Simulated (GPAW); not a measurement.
HgSe:

```xyz
2
Lattice="0.0000 3.0390 3.0390 3.0390 0.0000 3.0390 3.0390 3.0390 0.0000" Properties=species:S:1:pos:R:3 pbc="T T T"
Hg    0.0000    0.0000    0.0000
Se    4.5585    4.5585    4.5585
```

```yaml
Program: GPAW 26.7.0
Task: relaxation of cell and atoms
Functional: BLYP
Dispersion: D4
Potentials_or_basis: PAW data sets generated in the run's folder for this functional
Cutoff: 600 eV
Basis: pw
k_mesh: 8 × 8 × 8
Occupations: fermi-dirac, width 0.05 eV
Spin: no spin polarisation
```

At the start: pressure 4.3 GPa; volume 28.07 Å³/atom.

Problem. How do energy, volume and symmetry change on relaxing?

Solution. Over 4 steps the energy falls by 28.7 meV/atom and the volume is 30.33 Å³/atom (+8.1 %); space group F-43m (No. 216, to 0.05 Å).

Step by step:
```csv
step,energy change (eV),largest force (eV/Å),pressure (GPa),volume (Å³)
1,0.0000,0.0000,4.27,56.13
2,-0.0215,0.0000,3.26,57.04
3,-0.0570,0.0000,0.31,60.30
4,-0.0575,0.0000,0.03,60.67
```

Final structure:
```
Hg Se
1.0
     0.00000    3.11875    3.11875
     3.11875    0.00000    3.11875
     3.11875    3.11875    0.00000
Hg Se
1 1
Cartesian
  0.0000 0.0000 0.0000
  4.6781 4.6781 4.6781
```

Caveat: later steps reuse the first step's grids; pairwise dispersion overbinds metals, which lowers pressure and volume.
